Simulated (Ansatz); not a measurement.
# BAs: computed properties

Method: Ansatz 0.2.0, DFT r2SCAN, scalar-relativistic, plane waves, PAW.

Cutoff 500 eV; k points 10×10×10 on the computed 2-atom cell (Γ-centred); Gaussian smearing, width 0.02 eV; no spin polarisation.

The structure is relaxed at this level of theory with its symmetry kept.

```
B As
1.0
     0.00000    2.39192    2.39192
     2.39192    0.00000    2.39192
     2.39192    2.39192    0.00000
B As
1 1
Cartesian
  0.0000 0.0000 0.0000
  1.1960 1.1960 1.1960
```

- Space group: F-43m (No. 216)
- Volume per atom: 92.3 bohr³
- Formation energy from the elements' standard states (uncorrected): -0.102 eV/atom
- Generalised Kohn–Sham band gap: 1.37 eV, indirect from Γ to (0.000, 0.396, 0.396)
- Löwdin character of the top 1 eV of the valence band: B 2p 51 %, As 4p 46 %
- Löwdin character of the lowest 1 eV of the conduction band: B 2p 33 %, As 4p 23 %, B 2s 20 %, As 4s 12 %, unprojected 12 %
- Electron masses at the edge by Cartesian direction of the standard setting (m_e; degenerate bands sorted by energy; no spin-orbit coupling): x: 1.1; y: 0.21; z: 0.21
- Hole masses at the edge by Cartesian direction of the standard setting (m_e; degenerate bands sorted by energy; no spin-orbit coupling): x: 0.22, 0.22, 0.21; y: 0.22, 0.22, 0.21; z: 0.22, 0.22, 0.21
- Bulk modulus: 141 GPa
- Its pressure derivative: 4.1
- Bader charges (e): B (1 in the cell) 0.21, As (1 in the cell) -0.21